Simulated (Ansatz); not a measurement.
# GaN (Fm-3m) in Ansatz: further runs

The runs below take GaN through single point, with HSE06, PBE0.

Program: Ansatz 0.2.0. These are calculated values, not measurements. Logs are shortened: lines on timing, memory, paths and dates and some standing lists are left out, and cuts for length are marked.

### 1 The structure

It takes space group Fm-3m (No. 225, cubic). The conventional cell has a = 4.270 Å, b = 4.270 Å, c = 4.270 Å, α = 90.00°, β = 90.00°, γ = 90.00°. Ga (site symmetry m-3m) is surrounded by 6 N at 2.14 Å. N (site symmetry m-3m) is surrounded by 6 Ga at 2.14 Å.

Measurements of this composition are mostly on another form, of space group No. 186.

### 2 Single point, HSE06

Contents of input.yaml:

```yaml
crystal:
  lattice:
    - [0.0, 2.135235, 2.135235]
    - [2.135235, 0.0, 2.135235]
    - [2.135235, 2.135235, 0.0]
  atoms:
    - { symbol: Ga, position: [0.0, 0.0, 0.0] }
    - { symbol: "N", position: [0.5, 0.5, 0.5] }
kpoints:
  mp_grid: { grid: [6, 6, 6] }
scf:
  occupations: { method: fermi_dirac, width: 0.05 }
hamiltonian:
  xc: hse06
  pseudopotentials: { kind: all_electron, datasets: crystal }
output:
  forces: true
  stress: true
```

Potentials or basis: all-electron PAW datasets made for the crystal.

Run with:

```
ansatz run input.yaml --threads 1 --pin off --max-ram 3072MiB --backend cpu --events-out ev --progress --plain --runs-dir out
```

The log of the run:

```text
Warning: RAYON_NUM_THREADS=1 ignored (pool sized by the plan → 1); use --threads N
hamiltonian.pseudopotentials.datasets: crystal makes datasets for this crystal and solves the spheres of its atoms anew in each pass: cutoff 430.0 eV, the density's 1720.0 eV;, for an error of 0.50 meV an atom under PBE, 1.0 meV for the cell; an energy difference from a run of another recipe may be off by several times the error for the cell, under r2SCAN by more, where some 0.1 meV an atom stays at smaller errors; N in spheres of 0.963 Å, 5 of its electrons in bands; Ga in spheres of 1.164 Å, 13 of its electrons in bands
Engine: ansatz 0.2.0, aarch64-unknown-linux-gnu
Pseudopotentials: kind: all_electron
Pseudopotential: Ga, paw, valence charge 13, recommended cutoff 430 eV (normal), crystal/all_electron/pbe/scalar/gaussian/Ga, Koelling and Harmon's equation, gaussian nucleus
Pseudopotential: N, paw, valence charge 5, recommended cutoff 430 eV (normal), crystal/all_electron/pbe/scalar/gaussian/N, Koelling and Harmon's equation, gaussian nucleus
Functional definition: HSE06
  parameter a = 0.25
  parameter omega = 0.11/bohr
  exchange = pbe_x - a*pbe_x_sr(omega) + a*exact_x_sr(omega)
  correlation = pbe_c
Crystal: 2 atoms, lattice volume = 19.470 Å³
Basis set: ecut = 430 eV, 411 PW (Γ), exchange–correlation on 48×48×48 points (8 copies of the dense FFT grid, shifted against one another)
Bands: 13, of which v1, the nominal top of the filled ones, is band 9 counted from 1 (8 counted from 0)
Symmetry: 48 space group operations
Space group: Fm-3m (ITA 225), of the structure as read, at distance tolerance 2.7e-5 Å
k-points: 16 of 216
Non-local potential: Ga, projectors of the file, l = 0: 1, l = 1: 1, l = 2: 2
Non-local potential: N, projectors of the file, l = 0: 1, l = 1: 2
PAW form: soft (Blöchl's): semilocal exchange-correlation on the pseudo side does not see the compensation charge
PAW one-centre angular grid: Ga, 590 points (default); XC on its mesh's 1861 points in the sphere
PAW one-centre angular grid: N, 110 points (default); XC on its mesh's 1943 points in the sphere
Initial density: superposition of atomic densities (neutral atoms: chi_scale 0, normalization atom)
Initial wavefunctions: pseudopotential atomic-orbital guess
Functional: x = pbe(κ = 0.804, μ = 0.2195149727645171) + 0.25 (exact − pbe) at short range (hse, ω = 0.20786987370883472 Å⁻¹), c = pbe(β = 0.06672455060314922); HSE06 as pw.x's `hse` composes it (authors' and Libxc's form: `xc: wpbeh`)
iter 1 solved again at ethr=3.36e-2 eV; its pass at ethr=1.00e-1 eV (dr2=6.05e0 eV) is discarded
SCF iter   1: F=—  HF=-54391.548348 eV  |F-HF|=—  |Δ(HF+E_count)|=         —  Δρ=1.67e-1  dr2=6.16e0  ethr=3.36e-2  ⟨swp⟩=2.0  Hψ=994  notcnv=0
preconditioner: auto → none  [insulator: Δε(μ)=2.799 eV  Ē_g=18.252 eV  σ=0.050 eV  W_gap=1.00  n_scr=8 (ndim 8)  ℏωp=35.7 eV  f_vac=0.000  D(μ)=0.00/eV (n_scr^D=0)]
SCF iter   2: F=—  HF=-54390.250862 eV  |F-HF|=—  |Δ(HF+E_count)|=    1.30e0  Δρ=9.45e-2  dr2=1.23e0  ethr=3.36e-2  ⟨swp⟩=3.2  Hψ=524  notcnv=0
iter 3 solved again at ethr=2.62e-4 eV; its pass at ethr=6.84e-3 eV (dr2=4.71e-2 eV) is discarded
SCF iter   3: F=—  HF=-54389.900840 eV  |F-HF|=—  |Δ(HF+E_count)|=   3.50e-1  Δρ=2.05e-2  dr2=4.71e-2  ethr=2.62e-4  ⟨swp⟩=2.1  Hψ=878  notcnv=0  defer=3
SCF iter   4: F=—  HF=-54389.904378 eV  |F-HF|=—  |Δ(HF+E_count)|=   3.54e-3  Δρ=6.38e-3  dr2=5.15e-3  ethr=2.62e-4  ⟨swp⟩=2.1  Hψ=418  notcnv=0  defer=2
SCF iter   5: F=—  HF=-54389.905575 eV  |F-HF|=—  |Δ(HF+E_count)|=   1.20e-3  Δρ=1.55e-3  dr2=2.47e-4  ethr=2.86e-5  ⟨swp⟩=2.2  Hψ=439  notcnv=0  defer=2
SCF iter   6: F=—  HF=-54389.906448 eV  |F-HF|=—  |Δ(HF+E_count)|=   8.73e-4  Δρ=2.61e-4  dr2=6.64e-6  ethr=1.37e-6  ⟨swp⟩=3.0  Hψ=396  notcnv=0
SCF iter   7: F=—  HF=-54389.723613 eV  |F-HF|=—  |Δ(HF+E_count)|=         —  Δρ=1.35e-2  dr2=1.38e-2  ethr=3.69e-8  ⟨swp⟩=5.1  Hψ=975  notcnv=0
SCF iter   8: F=—  HF=-54389.723400 eV  |F-HF|=—  |Δ(HF+E_count)|=   2.13e-4  Δρ=4.02e-3  dr2=1.80e-3  ethr=3.69e-8  ⟨swp⟩=4.2  Hψ=779  notcnv=0
SCF iter   9: F=—  HF=-54389.722693 eV  |F-HF|=—  |Δ(HF+E_count)|=   7.07e-4  Δρ=9.84e-4  dr2=7.74e-5  ethr=3.69e-8  ⟨swp⟩=4.0  Hψ=651  notcnv=0
SCF iter  10: F=—  HF=-54389.722835 eV  |F-HF|=—  |Δ(HF+E_count)|=   1.42e-4  Δρ=1.49e-4  dr2=2.29e-6  ethr=3.69e-8  ⟨swp⟩=3.0  Hψ=615  notcnv=0
SCF iter  11: F=—  HF=-54389.722855 eV  |F-HF|=—  |Δ(HF+E_count)|=   2.06e-5  Δρ=4.75e-5  dr2=3.75e-7  ethr=1.27e-8  ⟨swp⟩=3.0  Hψ=444  notcnv=0
SCF iter  12: F=-54389.722851 eV  HF=-54389.722851 eV  |F-HF|=2.32e-8  |Δ(HF+E_count)|=   4.03e-6  Δρ=8.50e-6  dr2=1.33e-8  ethr=2.08e-9  ⟨swp⟩=2.8  Hψ=371  notcnv=0
SCF 1 converged in 12 iterations: F = -54389.722850 eV  dr2 = 1.33e-8
  Residual-converged pass: ⟨swp⟩=3.0  Hψ=466  notcnv=0  max |occ|·‖R‖ = 5.1e-6 eV (tolerance 5.3e-6 eV)  dr2=1.83e-8  dr2_onsite=3.84e-8  max |Δocc| = 9.8e-11
hybrid outer 1: dexx = +6.324e-11 eV
hybrid SCF converged: 1 outer / 12 inner (+0 warm-up), last move |dexx| = 6.32e-11 eV
Stability not checked: this state was not tested for a lower state beside it, because the functional holds exact exchange (a hybrid, or Hartree-Fock), whose exchange loop this test does not read (fock_operator; see scf.lower_state_search)
Free energy (F): -54389.722850 eV
Harris-Foulkes:  -54389.722850 eV  (|F-HF|=2.32e-8)
Internal energy: -54389.722850 eV  (E = F + TS)
E sigma→0 (E₀):  -54389.722850 eV
Past the cutoff: the bands carry plane waves up to 1.75 times it, of which those up to 1.5 times it add -0.000112 eV an atom, each by itself; the spheres take 0.000188 eV an atom off the energy for waves past 1.75 times it
Past the cutoffs: a stress includes 0.0018 GPa for waves and charges beyond them, in addition to the slope of what the spheres take
In the spheres:  the bands' charges fall short by 2.9e-6 e at most (sound up to 1e-3)
Fermi energy:    14.824695 eV
--- Per-component energies (eV) ---
  E_band       = 34.124976
  E_kinetic    = 205.670855
  E_local      = -1027.111850  (includes V_loc(G=0)·N_el)
  E_nonlocal   = -168.222449
  E_hartree    = 518.701114
  E_xc         = -76.779093
  E_vxc        = -94.753967  (∫ρ·V_xc dr)
  E_exx        = -61.931748  (= α·E_x^exact, valence–valence)
  E_paw        = -55900.252872  (= ΣΔE_a)
  E_vpaw       = -3653.635916  (= ΣTr[D̂ρ^β])
  E_ewald      = -1738.436881
  E_smearing   = -0.000000  (= −TS)
  E_closure    = 3858.640073  (closes the sum)
  Σ components = -54389.722850   (vs F -54389.722850, Δ=0.00e0)
  The terms above E_closure are by the made datasets' own strengths, without shells solved beside the bands.
--- Forces (eV/Å), atoms counted from 1 ---
  atom   1  Ga    -0.00000000     0.00000000     0.00000000
  atom   2  N     -0.00000000    -0.00000000     0.00000000
  max |Σ_I F_I| component: 6.79e-18 eV/Å
--- Stress (GPa, compression-positive) ---
       -9.845783      -0.000000       0.000000
       -0.000000      -9.845783       0.000000
        0.000000       0.000000      -9.845783
  P = ⅓ Tr σ = -9.8458 GPa (-98.458 kbar)
--- Band table (eV; the first three rows and the last of 16) ---
  k-point 0: bands = ["-4.6516", "-2.4570", "-2.4570", "-2.4570", "-2.4259", "-2.4259", "13.4793", "13.4793", "13.4793", "17.1243"]
  k-point 1: bands = ["-4.1038", "-2.4817", "-2.4817", "-2.4690", "-2.4059", "-2.4059", "10.8074", "13.5228", "13.5228", "19.1039"]
  k-point 2: bands = ["-2.7900", "-2.5778", "-2.5778", "-2.3705", "-2.3173", "-2.3173", "7.1295", "13.6552", "13.6552", "20.0523"]
  k-point 15: bands = ["-3.6200", "-2.5294", "-2.4361", "-2.3372", "-2.2163", "1.0651", "7.3815", "9.4590", "9.5437", "18.8395"]
```

Wall time 1.8 min (1 thread of Arm Neoverse V1, shared host); peak memory 0.7 GiB.

Results:

| Property | Result |
| --- | --- |
| Free energy | -54389.7229 eV |
| Pressure | -9.8 GPa |
| Band gap on the k mesh | 1.63 eV, indirect (least direct gap 3.64 eV) |

Caveat: the k mesh is coarse (spacing up to 0.42 Å⁻¹), so the values aren't converged, least of all with exact exchange. A k mesh can miss the band edges.

### 3 Single point, PBE0

input.yaml, as its differences from that of step 2:

```diff
@@ -13,3 +13,3 @@
 hamiltonian:
-  xc: hse06
+  xc: pbe0
   pseudopotentials: { kind: all_electron, datasets: crystal }
```

Potentials or basis: all-electron PAW datasets made for the crystal.

Run with:

```
ansatz run input.yaml --threads 1 --pin off --max-ram 3072MiB --backend cpu --events-out ev --progress --plain --runs-dir out
```

Run time: 2 min. Hardware: 1 thread of Arm Neoverse V1, shared host; peak memory 0.71 GiB.

The run converged. Its results:

```
Free energy            : -54389.8164 eV
Pressure               : -10.1 GPa
Band gap on the k mesh : 2.33 eV, indirect (least direct gap 4.34 eV)
```

Levels at points of the mesh, in eV from the valence-band top:
| k point | band 7 | band 8 | band 9 | band 10 |
| --- | --- | --- | --- | --- |
| (0.00, 0.00, 0.00) | -0.50 | -0.50 | -0.50 | 3.84 |
| (0.00, 0.00, -0.50) | -8.82 | -0.22 | -0.22 | 6.50 |
| (0.00, -0.50, -0.50) | -7.52 | -3.18 | -3.18 | 2.33 |

Caveat: the k mesh is coarse (spacing up to 0.42 Å⁻¹), so the values aren't converged, least of all with exact exchange. A k mesh can miss the band edges.
